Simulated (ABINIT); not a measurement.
# Ge (Fd-3m) in ABINIT: reference runs

Aim: a first look at Ge with PBEsol, on the cell as given.

All numbers are computed with ABINIT 10.8.3 (patched build); they aren't measurements. Logs are shortened: lines on timing, memory, paths and dates and some standing lists are left out, and cuts for length are marked. The log counts tension as positive stress, the text compression.

**Experimental background.**

From “Electronic and optical properties of SixGe1-x-ySny alloys lattice-matched to Ge”, 2021, arxiv:2109.02782, for a bulk crystal of Ge at 293 K: band gap 0.666 eV (indirect).

The results are compared with them further down.

## (1) Starting point

The structure is cubic, space group Fd-3m (No. 227). The conventional cell has a = 5.658 Å, b = 5.658 Å, c = 5.658 Å, α = 90.00°, β = 90.00°, γ = 90.00°. Around Ge (site symmetry -43m) lie 4 Ge at 2.45 Å.

## (2) Single point, PBEsol

run.abi reads:

```
pp_dirpath "./"
pseudos "Ge.upf"

acell 3*1.0 Angstrom
rprim
     0.0000000000     2.8289100000     2.8289100000
     2.8289100000     0.0000000000     2.8289100000
     2.8289100000     2.8289100000     0.0000000000
ntypat 1
znucl 32
natom 2
typat 1 1
xred
     0.7500000000     0.7500000000     0.7500000000
     0.5000000000     0.5000000000     0.5000000000

ecut 39.0

kptopt 1
ngkpt 8 8 8
nshiftk 1
shiftk 0.0 0.0 0.0

ixc -116133

nband 18
occopt 3
tsmear 0.00183747

nstep 100
tolvrs 1.0e-10

iomode 3
prtwf 0
prtden 0
prteig 0
prtebands 0
```

Potentials or basis: PseudoDojo NC SR PBEsol v0.4.1 standard.

On the command line:

```sh
abinit run.abi > log 2>&1
```

run.abo:

```text
.Version 10.8.3 of ABINIT
 Symmetries : space group Fd -3 m (#227); Bravais cF (face-center cubic)
================================================================================
 Values of the parameters that define the memory need of the present run
     intxc =       0    ionmov =       0      iscf =       7    lmnmax =       6
     lnmax =       6     mgfft =      45  mpssoang =       3    mqgrid =    3001
     natom =       2  nloc_mem =       1    nspden =       1   nspinor =       1
    nsppol =       1      nsym =      48    n1xccc =    2501    ntypat =       1
    occopt =       3   xclevel =       2
       mpw =        3584          nfft =       91125          nkpt =          29
================================================================================
================================================================================

--------------------------------------------------------------------------------
------------- Echo of variables that govern the present computation ------------
--------------------------------------------------------------------------------
 -outvars: echo values of preprocessed input variables --------
            acell      1.8897261259E+00  1.8897261259E+00  1.8897261259E+00 Bohr
              amu      7.26100000E+01
             ecut      3.90000000E+01 Hartree
              ixc     -116133
         kptrlatt        8    0    0      0    8    0      0    0    8
          kptrlen      6.04815598E+01
            natom           2
            nband          18
            ngfft          45      45      45
             nkpt          29
            nstep         100
             nsym          48
           ntypat           1
           occopt           3
           prtden           0
        prtebands           0
           prteig           0
            prtwf           0
            rprim      0.0000000000E+00  2.8289100000E+00  2.8289100000E+00
                       2.8289100000E+00  0.0000000000E+00  2.8289100000E+00
                       2.8289100000E+00  2.8289100000E+00  0.0000000000E+00
          spgroup         227
           tolvrs      1.00000000E-10
           tsmear      1.83747000E-03 Hartree
            typat      1  1
           xangst      4.2433650000E+00  4.2433650000E+00  4.2433650000E+00
                       2.8289100000E+00  2.8289100000E+00  2.8289100000E+00
            xcart      8.0187977023E+00  8.0187977023E+00  8.0187977023E+00
                       5.3458651348E+00  5.3458651348E+00  5.3458651348E+00
             xred      7.5000000000E-01  7.5000000000E-01  7.5000000000E-01
                       5.0000000000E-01  5.0000000000E-01  5.0000000000E-01
            znucl       32.00000

================================================================================

 chkinp: Checking input parameters for consistency.

================================================================================
== DATASET  1 ==================================================================

--- !DatasetInfo
iteration_state: {dtset: 1, }
dimensions: {natom: 2, nkpt: 29, mband: 18, nsppol: 1, nspinor: 1, nspden: 1, mpw: 3584, }
cutoff_energies: {ecut:  39.0, pawecutdg:  -1.0, }
electrons: {nelect:   2.80000000E+01, charge:   0.00000000E+00, occopt:   3.00000000E+00, tsmear:   1.83747000E-03, }
meta: {optdriver: 0, ionmov: 0, optcell: 0, iscf: 7, paral_kgb: 0, }
...

 Real(R)+Recip(G) space primitive vectors, cartesian coordinates (Bohr,Bohr^-1):
 R(1)=  0.0000000  5.3458651  5.3458651  G(1)= -0.0935302  0.0935302  0.0935302
 R(2)=  5.3458651  0.0000000  5.3458651  G(2)=  0.0935302 -0.0935302  0.0935302
 R(3)=  5.3458651  5.3458651  0.0000000  G(3)=  0.0935302  0.0935302 -0.0935302
 Unit cell volume ucvol=  3.0555120E+02 bohr^3
 Angles (23,13,12)=  6.00000000E+01  6.00000000E+01  6.00000000E+01 degrees

 getcut: wavevector=  0.0000  0.0000  0.0000  ngfft=  45  45  45
         ecut(hartree)=     39.000   => boxcut(ratio)=   2.07025

--- Pseudopotential description ------------------------------------------------
- pspini: atom type   1  psp file is ./Ge.upf
12 -116133 2 -1 1560                          pspcod,pspxc,lmax,lloc,mmax
     nproj     2     2     2

   1.72858076E+03                                ecore*ucvol(ha*bohr**3)
--------------------------------------------------------------------------------

================================================================================

--- !BeginCycle
iteration_state: {dtset: 1, }
solver: {iscf: 7, nstep: 100, nline: 4, wfoptalg: 0, }
tolerances: {tolvrs: 1.00E-10, }
...

     iter   Etot(hartree)      deltaE(h)  residm     vres2
 ETOT  1  -176.64679484618    -1.766E+02 1.096E+00 1.172E+02
 ETOT  2  -178.37489154140    -1.728E+00 3.949E-02 1.845E+02
 ETOT  3  -178.39767472708    -2.278E-02 1.481E-02 3.942E+01
 ETOT  4  -178.40184146930    -4.167E-03 2.680E-03 8.834E+00
 ETOT  5  -178.40301647773    -1.175E-03 8.193E-04 1.742E-02
 ETOT  6  -178.40301945257    -2.975E-06 2.861E-04 6.125E-04
 ETOT  7  -178.40301952146    -6.889E-08 6.683E-05 4.160E-06
 ETOT  8  -178.40301952196    -4.989E-10 2.783E-05 3.124E-07
 ETOT  9  -178.40301952199    -3.496E-11 5.640E-06 1.217E-09
 ETOT 10  -178.40301952200    -5.116E-12 2.592E-06 1.515E-12

 At SCF step   10       vres2   =  1.52E-12 < tolvrs=  1.00E-10 =>converged.

 Cartesian components of stress tensor (hartree/bohr^3)
  sigma(1 1)= -2.16658436E-05  sigma(3 2)=  0.00000000E+00
  sigma(2 2)= -2.16658436E-05  sigma(3 1)=  0.00000000E+00
  sigma(3 3)= -2.16658436E-05  sigma(2 1)=  0.00000000E+00

--- !ResultsGS
iteration_state: {dtset: 1, }
comment   : Summary of ground state results
lattice_vectors:
- [  0.0000000,   5.3458651,   5.3458651, ]
- [  5.3458651,   0.0000000,   5.3458651, ]
- [  5.3458651,   5.3458651,   0.0000000, ]
lattice_lengths: [   7.56019,    7.56019,    7.56019, ]
lattice_angles: [ 60.000,  60.000,  60.000, ] # degrees, (23, 13, 12)
lattice_volume:   3.0555120E+02
convergence: {deltae: -5.116E-12, res2:  1.515E-12, residm:  2.592E-06, diffor: null, }
etotal    :  -1.78403020E+02
entropy   :   0.00000000E+00
fermie    :   1.44690755E-01
cartesian_stress_tensor: # hartree/bohr^3
- [ -2.16658436E-05,   0.00000000E+00,   0.00000000E+00, ]
- [  0.00000000E+00,  -2.16658436E-05,   0.00000000E+00, ]
- [  0.00000000E+00,   0.00000000E+00,  -2.16658436E-05, ]
pressure_GPa:   6.3743E-01
xred      :
- [  7.5000E-01,   7.5000E-01,   7.5000E-01, Ge]
- [  5.0000E-01,   5.0000E-01,   5.0000E-01, Ge]
cartesian_forces: # hartree/bohr
- [  7.93307747E-28,   1.25921865E-29,  -5.16279645E-28, ]
- [ -7.93307747E-28,  -1.25921865E-29,   5.16279645E-28, ]
force_length_stats: {min:   9.46594114E-28, max:   9.46594114E-28, mean:   9.46594114E-28, }
...

 Integrated electronic density in atomic spheres:
 ------------------------------------------------
 Atom  Sphere_radius  Integrated_density
    1        2.00000         11.55758218
    2        2.00000         11.56124052
================================================================================

 ----iterations are completed or convergence reached----

 Mean square residual over all n,k,spin=   52.904E-10; max=  25.921E-07
 reduced coordinates (array xred) for    2 atoms
       0.750000000000      0.750000000000      0.750000000000
       0.500000000000      0.500000000000      0.500000000000
 rms dE/dt=  5.6578E-27; max dE/dt=  9.4243E-27; dE/dt below (all hartree)
    1       0.000000000000      0.000000000000     -0.000000000000
    2      -0.000000000000      0.000000000000      0.000000000000

 cartesian coordinates (angstrom) at end:
    1      4.24336500000000     4.24336500000000     4.24336500000000
    2      2.82891000000000     2.82891000000000     2.82891000000000

 cartesian forces (hartree/bohr) at end:
    1      0.00000000000000     0.00000000000000    -0.00000000000000
    2     -0.00000000000000    -0.00000000000000     0.00000000000000
 frms,max,avg= 5.4651637E-28 7.9330775E-28   0.000E+00  0.000E+00  0.000E+00 h/b

 cartesian forces (eV/Angstrom) at end:
    1      0.00000000000000     0.00000000000000    -0.00000000000000
    2     -0.00000000000000    -0.00000000000000     0.00000000000000
 frms,max,avg= 2.8103001E-26 4.0793525E-26   0.000E+00  0.000E+00  0.000E+00 e/A
 length scales=  1.889726125908  1.889726125908  1.889726125908 bohr
              =  1.000000000000  1.000000000000  1.000000000000 angstroms
 Fermi (or HOMO) energy (hartree) =   0.14469   Average Vxc (hartree)=  -0.37648
 Eigenvalues (hartree) for nkpt=  29  k points:
 kpt#   1, nband= 18, wtk=  0.00195, kpt=  0.0000  0.0000  0.0000 (reduced coord)
  -0.76927   -0.76927   -0.76927   -0.76795   -0.76795   -0.76019   -0.76019   -0.76019
  -0.75973   -0.75973   -0.32619    0.14341    0.14396    0.14396    0.14396    0.23711
   0.23711    0.23711
      occupation numbers for kpt#   1
   2.00000    2.00000    2.00000    2.00000    2.00000    2.00000    2.00000    2.00000
   2.00000    2.00000    2.00000    1.33498    1.19570    1.19570    1.19570    0.00000
   0.00000    0.00000
 prteigrs : prtvol=0 or 1, do not print more k-points.

--- !EnergyTerms
iteration_state     : {dtset: 1, }
comment             : Components of total free energy in Hartree
kinetic             :  1.33975745680947E+02
hartree             :  5.53018818726630E+01
xc                  : -4.31924309220784E+01
Ewald energy        : -9.87503790331824E+01
psp_core            :  5.65725407198857E+00
local_psp           : -1.37072860668132E+02
non_local_psp       : -9.43221967426308E+01
internal            : -1.78402985740425E+02
'-kT*entropy'       : -3.37815742815057E-05
total_energy        : -1.78403019521999E+02
total_energy_eV     : -4.85459347166241E+03
band_energy         : -1.57984929215366E+01
...

 Cartesian components of stress tensor (hartree/bohr^3)
  sigma(1 1)= -2.16658436E-05  sigma(3 2)=  0.00000000E+00
  sigma(2 2)= -2.16658436E-05  sigma(3 1)=  0.00000000E+00
  sigma(3 3)= -2.16658436E-05  sigma(2 1)=  0.00000000E+00

-Cartesian components of stress tensor (GPa)         [Pressure=  6.3743E-01 GPa]
- sigma(1 1)= -6.37431125E-01  sigma(3 2)=  0.00000000E+00
- sigma(2 2)= -6.37431125E-01  sigma(3 1)=  0.00000000E+00
- sigma(3 3)= -6.37431125E-01  sigma(2 1)=  0.00000000E+00

== END DATASET(S) ==============================================================
================================================================================

 -outvars: echo values of variables after computation  --------
            acell      1.8897261259E+00  1.8897261259E+00  1.8897261259E+00 Bohr
           etotal     -1.7840301952E+02
            fcart      7.9330774711E-28  1.2592186462E-29 -5.1627964494E-28
                      -7.9330774711E-28 -1.2592186462E-29  5.1627964494E-28
            rprim      0.0000000000E+00  2.8289100000E+00  2.8289100000E+00
                       2.8289100000E+00  0.0000000000E+00  2.8289100000E+00
                       2.8289100000E+00  2.8289100000E+00  0.0000000000E+00
           strten     -2.1665843574E-05 -2.1665843574E-05 -2.1665843574E-05
                       0.0000000000E+00  0.0000000000E+00  0.0000000000E+00
           xangst      4.2433650000E+00  4.2433650000E+00  4.2433650000E+00
                       2.8289100000E+00  2.8289100000E+00  2.8289100000E+00
             xred      7.5000000000E-01  7.5000000000E-01  7.5000000000E-01
                       5.0000000000E-01  5.0000000000E-01  5.0000000000E-01
 Calculation completed.
```

It took 43 s on 1 thread of Intel Xeon 6975P-C (Granite Rapids), shared host; peak memory 0.1 GiB.

Results:

* Free energy: -4854.5935 eV
* Pressure: 0.6 GPa
* Band gap on the k mesh: none (metal or under the smearing width)
* Valence electrons inside the program's atomic spheres: Ge 11.56 (radii [1.0584] Å)

Caveat: this crystal is a semiconductor, whose small gap the functional closes, so the metal is an error of the method.

## (3) How close it comes

Step 2. A measured gap of Ge is 0.666 eV (indirect; 293 K; “Electronic and optical properties of SixGe1-x-ySny alloys lattice-matched to Ge”, 2021, arxiv:2109.02782); the calculated 0.00 eV misses it by -0.67 eV. 3 values of this kind are on record (0.666 to 0.807 eV); this one was drawn at random among those near their median. Spin-orbit coupling on Ge is left out. The value is that of PBEsol on a finite k mesh, which can miss the band edges, without temperature or zero-point motion. Semilocal functionals fall short of measured gaps as a rule.
